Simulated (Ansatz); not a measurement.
Input of an Ansatz 0.2.0 run:

Contents of input.yaml:

```yaml
crystal:
  lattice:
    - [2.9065, 0.0, 0.0]
    - [-1.45325, 2.5171028361, 0.0]
    - [0.0, 0.0, 2.8366]
  atoms:
    - { symbol: W, position: [0.0, 0.0, 0.0] }
    - { symbol: C, position: [0.6666666667, 0.3333333333, 0.5] }
hamiltonian:
  xc: pbesol
  pseudopotentials: { kind: paw }
kpoints:
  mp_grid: { grid: [10, 10, 9] }
scf:
  occupations: { method: fermi_dirac, width: 0.05 }
output:
  forces: true
  stress: true
  eigenvalues: true
relax:
  f_tol: 0.01
  max_steps: 40
  cell: { stress_tol: 0.05 }
```

Potentials or basis: Ansatz PAW.

Command:

```sh
$ ansatz run input.yaml --threads 2 --pin off --max-ram 5632MiB --backend cpu --events-out ev --progress --plain --runs-dir out
```

(1) Predict the space group after relaxing (to 0.05 Å).

(2) What does it give for the relaxed volume?

(3) Predict the relaxed cell.

## Answers

(1) P-6m2 (No. 187).

(2) 10.29 Å³/atom.

(3) a = 2.899 Å, b = 2.899 Å, c = 2.826 Å, α = 90.00°, β = 90.00°, γ = 120.00°.

Caveat: the pressure holds a Pulay correction of +0.3 GPa for the finite cutoff; the PAW data sets come from PBE, with cores solved anew for the run's functional, which leaves a small shift of forces and pressure.
